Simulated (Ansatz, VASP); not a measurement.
## AlN in VASP and in Ansatz

File INCAR:

```
SYSTEM = AlN
PREC = Accurate
ENCUT = 600
EDIFF = 1E-6
ISMEAR = 0
SIGMA = 0.1
LREAL = .FALSE.
LASPH = .TRUE.
NELM = 100
ALGO = Normal
ISIF = 3
LWAVE = .FALSE.
LCHARG = .FALSE.
GGA = PE
IBRION = 2
NSW = 90
EDIFFG = -0.04
```

The input KPOINTS:

```
regular mesh
0
G
  6 6 6
  0 0 0
```

Contents of POSCAR:

```
AlN
1.0
   -1.9855513600      1.9855513600      3.6734814500
    1.9855513600     -1.9855513600      3.6734814500
    1.9855513600      1.9855513600     -3.6734814500
Al N
4 4
Direct
    0.6600961200      0.6250000000      0.5350961200
    0.0899038800      0.1250000000      0.4649038800
    0.3750000000      0.9100961200      0.0350961200
    0.8750000000      0.3399038800      0.9649038800
    0.3750000000      0.3399038800      0.4649038800
    0.8750000000      0.9100961200      0.5350961200
    0.0899038800      0.6250000000      0.9649038800
    0.6600961200      0.1250000000      0.0350961200
```

Input for Ansatz:

```yaml
crystal:
  lattice:
    - [-1.98555136, 1.98555136, 3.67348145]
    - [1.98555136, -1.98555136, 3.67348145]
    - [1.98555136, 1.98555136, -3.67348145]
  atoms:
    - { symbol: Al, position: [0.66009612, 0.625, 0.53509612] }
    - { symbol: Al, position: [0.08990388, 0.125, 0.46490388] }
    - { symbol: Al, position: [0.375, 0.91009612, 0.03509612] }
    - { symbol: Al, position: [0.875, 0.33990388, 0.96490388] }
    - { symbol: "N", position: [0.375, 0.33990388, 0.46490388] }
    - { symbol: "N", position: [0.875, 0.91009612, 0.53509612] }
    - { symbol: "N", position: [0.08990388, 0.625, 0.96490388] }
    - { symbol: "N", position: [0.66009612, 0.125, 0.03509612] }
basis:
  ecutwfc: 420
kpoints:
  mp_grid: { grid: [6, 6, 6] }
hamiltonian:
  xc: pbe
scf:
  occupations: { method: gaussian, width: 0.1 }
  lower_state_search: "off"
output:
  forces: true
  stress: true
  eigenvalues: true
relax:
  adjacent_minimum: "off"
  f_tol: 0.04
  max_steps: 70
  cell: { stress_tol: 0.4 }
```

Alike in both runs: task relaxation of cell and atoms; functional PBE; k mesh 6 × 6 × 6; occupations gaussian, width 0.1 eV; no spin polarisation.

|  | VASP | Ansatz |
| --- | --- | --- |
| version | VASP 6.6.1 | Ansatz 0.2.0 |
| potentials or method | VASP PAW PBE potentials, release 64 (Al, N) | scalar-relativistic, plane waves, PAW |
| plane-wave cutoff (eV) | 600 | 420 |
| valence electrons in the cell | 32 | 32 |

Ansatz gave:

- gap on the k mesh at the Fermi level, each at its own relaxed structure (eV): 4.43
- relaxed volume (Å³/atom): 8.43
- relaxed cell length with the largest relative difference (Å): 4.985
- energy change over the relaxation (meV/atom): -529

Q: What did VASP give for the same quantities?

A: gap on the k mesh at the Fermi level, each at its own relaxed structure (eV): 4.41; relaxed volume (Å³/atom): 8.43; relaxed cell length with the largest relative difference (Å): 4.983; energy change over the relaxation (meV/atom): -528.

Caveats: the volume moved by over 15 % at a fixed basis, so the end points are rough (VASP). A hybrid or GW would open this gap; PBE tends to underestimate it. A k mesh can miss the band edges.
